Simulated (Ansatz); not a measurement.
# BiTe: an elastic run with strain amplitude 0.02

All numbers below come from DFT PBEsol, scalar-relativistic, plane waves, PAW (Ansatz).

Launched with:
```bash
ansatz run input.yaml --threads 1 --pin off --max-ram 3072MiB --backend cpu --events-out ev --progress --plain --runs-dir out
```

Input (bare energies are in eV):
```yaml
crystal:
  lattice:
    - [0.0, 3.2005777449, 3.2005777449]
    - [3.2005777449, 0.0, 3.2005777449]
    - [3.2005777449, 3.2005777449, 0.0]
  atoms:
    - { symbol: Bi, position: [0.0, 0.0, 0.0] }
    - { symbol: Te, position: [0.5, 0.5, 0.5] }
basis:
  ecutwfc: 420
kpoints:
  mp_grid: { grid: [12, 12, 12] }
hamiltonian:
  xc: pbesol
scf:
  occupations: { method: fermi_dirac, width: 0.15 }
output:
  forces: true
  stress: true
  eigenvalues: true
elastic:
  mode: relaxed_ion
  stencil: two_point
  amplitude: 0.02
```

From the output:
```
--- Elastic constants: 2 strain directions × 2 members + reference (group order 48) ---
  dense FFT box of the reference and of every strained cell: 32×32×32
  strains applied: 11, 23; error gains: componentwise 1.00 (the most a stress slope's error grows in a printed constant), spectral 1.73 (1 for all six strains in a standard setting)
  C = ∂σ_k/∂η_j (tension-positive GPa; Voigt order 11 22 33 23 13 12):
       117.028     21.930     21.930     -0.000     -0.000      0.000
        21.930    117.028     21.930      0.000     -0.000     -0.000
        21.930     21.930    117.028     -0.000      0.000      0.000
        -0.000      0.000      0.000     -1.484      0.000      0.000
        -0.000      0.000      0.000     -0.000     -1.484     -0.000
         0.000     -0.000      0.000     -0.000      0.000     -1.484
  reference stress σ⁰ (GPa):      0.001      0.001      0.001     -0.000     -0.000     -0.000
  C* (energy form; C + prestress term) asymmetry max|C*_kj − C*_jk| = 3.553e-15 GPa — a small one proves nothing (zero by symmetry where the batch's group is 432, −43m or m−3m); a large one is finite-difference/SCF noise where every solve ...
  moduli (Voigt/Reuss/Hill, GPa): K = 53.63/53.63/53.63   G = 18.13/-2.53/7.80   E = 22.32   ν = 0.431
  mechanically stable: NO (min eigenvalue of sym C = -1.48 GPa)
  strain η (Voigt 11):  stress-route row diagonal C_11 = 117.03 GPa, energy-path curvature d²(F+E_count+ΔE)/dδ²/Ω₀ = 116.85 GPa
         δ    σ_11 (GPa) F (eV) n_scf n_hpsi n_pw
    -2.000e-2      -2.5999      -19143.7120171      10   76464   1283   relax 0 steps, max|allowed force component| 6.61e-30 eV/Å
     2.000e-2       2.0813      -19143.7134310       9   66116   1326   relax 0 steps, max|allowed force component| 5.65e-29 eV/Å
  strain η (Voigt 23):  stress-route row diagonal C_44 = -1.48 GPa, energy-path curvature d²(F+E_count+ΔE)/dδ²/Ω₀ = -1.48 GPa
         δ    σ_23 (GPa) F (eV) n_scf n_hpsi n_pw
    -2.000e-2       0.0297      -19143.7224093       9  125651   1299   relax 0 steps, max|allowed force component| 1.08e-29 eV/Å
     2.000e-2      -0.0297      -19143.7224093       9  113372   1299   relax 0 steps, max|allowed force component| 2.13e-29 eV/Å
```

It took 2.9 min on 1 thread of Intel(R) Xeon(R) Processor @ 2.50GHz (Skylake/Cascade Lake), with other jobs on the host, peak memory 0.63 GiB.

Beside the reference run (Plane waves to 420 eV; Γ-centred k mesh 12×12×12; Fermi-Dirac smearing of 0.15 eV. No spin polarisation.), the elastic coefficients (GPa; two-point stencil, strain 0.002 and ions relaxed unless stated):
```csv
setting,C11,C12,C44
reference run,116.7,21.6,-1.5
strain amplitude 0.02,117.0,21.9,-1.5
```

In a metal, frequencies and elastic constants depend on the k mesh and the smearing, soft modes and shear constants most. Spin–orbit coupling is left out, which can shift energies with elements as heavy as these.